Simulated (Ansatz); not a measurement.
Electrons against holes in ZnS — Ansatz, plane waves and PAW

Space group F-43m (No. 216), 2 atoms in the cell of the first input below: a = 3.825 Å, b = 3.825 Å, c = 3.825 Å, α = 60.00°, β = 60.00°, γ = 60.00°.

The structure is a measured one, not always of the ambient phase, taken without relaxation (pressure 1.4 GPa with this functional, without spin–orbit coupling). Functional: PBE.

Spin–orbit coupling is left out. Kohn–Sham gap between the band edges found on a fine mesh: 2.10 eV.

Levels at points 0.012 Å⁻¹ about the band edges give the masses:

```yaml
crystal:
  lattice:
    - [0.0, 2.7046490548, 2.7046490548]
    - [2.7046490548, 0.0, 2.7046490548]
    - [2.7046490548, 2.7046490548, 0.0]
  atoms:
    - { symbol: Zn, position: [0.0, 0.0, 0.0] }
    - { symbol: S, position: [0.75, 0.75, 0.75] }
basis:
  ecutwfc: 420
  ecutrho_ratio: 4
kpoints:
  mp_grid: { grid: [12, 12, 12] }
hamiltonian:
  xc: pbe
scf:
  occupations: { method: gaussian, width: 0.05 }
output:
  forces: true
  stress: true
  eigenvalues: true
  eigenstates:
    kpoints:
      - [0.0, 0.0, 0.0]
      - [0.0, 0.005165499, 0.005165499]
      - [0.0, -0.005165499, -0.005165499]
      - [0.005165499, 0.0, 0.005165499]
      - [-0.005165499, 0.0, -0.005165499]
      - [0.005165499, 0.005165499, 0.0]
      - [-0.005165499, -0.005165499, 0.0]
      - [0.00365256, 0.00365256, 0.007305119]
      - [-0.00365256, -0.00365256, -0.007305119]
      - [0.00365256, 0.007305119, 0.00365256]
      - [-0.00365256, -0.007305119, -0.00365256]
      - [0.007305119, 0.00365256, 0.00365256]
      - [-0.007305119, -0.00365256, -0.00365256]
      - [0.005964605, 0.005964605, 0.005964605]
      - [-0.005964605, -0.005964605, -0.005964605]
      - [0.0, 0.0, 0.0]
      - [0.0, 0.005165499, 0.005165499]
      - [0.0, -0.005165499, -0.005165499]
      - [0.005165499, 0.0, 0.005165499]
      - [-0.005165499, 0.0, -0.005165499]
      - [0.005165499, 0.005165499, 0.0]
      - [-0.005165499, -0.005165499, 0.0]
      - [0.00365256, 0.00365256, 0.007305119]
      - [-0.00365256, -0.00365256, -0.007305119]
      - [0.00365256, 0.007305119, 0.00365256]
      - [-0.00365256, -0.007305119, -0.00365256]
      - [0.007305119, 0.00365256, 0.00365256]
      - [-0.007305119, -0.00365256, -0.00365256]
      - [0.005964605, 0.005964605, 0.005964605]
      - [-0.005964605, -0.005964605, -0.005964605]
    de_dk: true
    e_range: [-1.648969308428, 1.647660819331]
```

```bash
ansatz run input.yaml --threads 4 --pin off --max-ram 9216MiB --backend cpu --events-out ev --progress --plain --runs-dir out
```

Time: 1.6 s on 4 threads of Arm Neoverse V2, on a shared host, peak memory 0.35 GiB.

Edges at k = (0.000, 0.000, 0.000) and (0.000, 0.000, 0.000); masses in electron masses along fixed Cartesian directions (which need not be the axes of a valley), negative for hole-like bands, for at most the three nearest levels of the same spin at these k-points, within 0.3 eV:

| edge | band | from the edge (meV) | degeneracy | x | y | z | 111 |
| --- | --- | --- | --- | --- | --- | --- | --- |
| valence | 1 | 0 | 3 | -0.701 | -0.701 | -0.701 | -1.508 |
| valence | 2 | 0 | 3 | -0.701 | -0.701 | -0.701 | -1.508 |
| valence | 3 | 0 | 3 | -0.186 | -0.186 | -0.186 | -0.145 |
| conduction | 1 | 0 | 1 | 0.171 | 0.171 | 0.171 | 0.171 |

These curvatures agree with the slopes at the same points. They hold at the edge alone, and further out the bands need not be parabolic. Degenerate bands can be warped: each is named by its order in energy along a direction and has no mass tensor of its own.

The states of the whole zone with their velocity products:

```yaml
crystal:
  lattice:
    - [0.0, 2.7046490548, 2.7046490548]
    - [2.7046490548, 0.0, 2.7046490548]
    - [2.7046490548, 2.7046490548, 0.0]
  atoms:
    - { symbol: Zn, position: [0.0, 0.0, 0.0] }
    - { symbol: S, position: [0.75, 0.75, 0.75] }
basis:
  ecutwfc: 420
  ecutrho_ratio: 4
kpoints:
  mp_grid: { grid: [12, 12, 12] }
hamiltonian:
  xc: pbe
scf:
  occupations: { method: gaussian, width: 0.05 }
output:
  forces: true
  stress: true
  eigenvalues: true
  states_by_energy: { minimum_broadening: 0.025 }
```

```bash
ansatz run input.yaml --threads 4 --pin off --max-ram 9216MiB --backend cpu --events-out ev --progress --plain --runs-dir out
```

Time: 29 s on 4 threads of Arm Neoverse V2 (shared host), peak memory 0.86 GiB.

From that table, at a constant relaxation time τ with Fermi–Dirac weights and rigid bands:

```tsv
T (K)	doping (cm⁻³)	μ − E_F (eV)	σ_xx/τ (10²⁰/Ω m s)	S_xx (μV/K)	Lorenz (10⁻⁸ V²/K²)	ħω_p,xx (eV)
300	n 1e19	1.134	0.0145	-106	2.12	0.267
300	p 1e19	-0.994	0.00359	400	1.84	0.132
300	n 1e20	1.420	0.112	-28	2.40	0.740
300	p 1e20	-1.063	0.0357	210	1.92	0.418
300	n 1e21	2.189	0.563	-12	2.54	1.661
300	p 1e21	-1.204	0.342	66	2.27	1.294
600	n 1e19	1.107	0.0138	-178	1.95	0.260
600	p 1e19	-0.884	0.00349	489	1.83	0.131
600	n 1e20	1.411	0.11	-56	2.30	0.734
600	p 1e20	-1.010	0.0348	294	1.86	0.412
600	n 1e21	2.172	0.57	-32	2.85	1.671
600	p 1e21	-1.190	0.337	121	2.08	1.284
900	n 1e19	1.064	0.013	-228	1.89	0.252
900	p 1e19	-0.753	0.0034	543	1.84	0.129
900	n 1e20	1.397	0.107	-83	2.19	0.724
900	p 1e20	-0.937	0.0339	346	1.86	0.407
900	n 1e21	2.143	0.578	-56	3.14	1.682
900	p 1e21	-1.165	0.33	163	2.01	1.272
```

Which of the dopings listed at 300 K has the largest power factor S²σ/τ along x?

n 1e19: 0.16, p 1e19: 0.57, n 1e20: 0.089, p 1e20: 1.6, n 1e21: 0.079, p 1e21: 1.5 (10¹¹ W/m K² s), so p 1e20 cm⁻³, if τ is the same for all, though the lead is small.

What conductivity mass along x follows from the plasma energy at 1e19 electrons per cm³ and 300 K, and how does it compare with the band-edge mass?

(ħω_p)² = ħ² n e²/(ε0 m) gives m = 0.194, against 0.171 at the edge: heavier. The same formula gives 0.252 at 1e20 cm⁻³, so the mass grows with filling, as the carriers reach where the band flattens or other valleys lie.

Caveats: a Lorenz number over 3 comes from carriers at unlike energies: both signs excited across the gap, or a second valley or band; melting, decomposition and changes of phase at these temperatures weren't checked; no scattering is computed, and the gap isn't corrected.

At every listed doping and temperature, holes give the larger thermopower and electrons the larger σ/τ. The conduction edge is a single, nearly isotropic band of mainly Zn 4s and S s antibonding character, so its electrons are light. The valence edge is a warped triplet, largely S 3p with some Zn 3d, whose heavier branches supply many states. A given hole density therefore leaves the chemical potential less deep in the band, or further into the gap, than the same electron density does, which favours the thermopower.

The gap is well below the measured one, as expected of a semilocal functional. This strengthens the coupling between the band edges and probably makes the electron mass too small. Spin–orbit coupling would split the valence triplet, so the individual hole masses shouldn't be compared directly with experiment.

At the highest electron doping the chemical potential lies deep in the conduction band, so the large Lorenz number at 900 K suggests further conduction states rather than holes. Heavier holes often scatter more strongly, which could reduce or reverse their power-factor advantage.
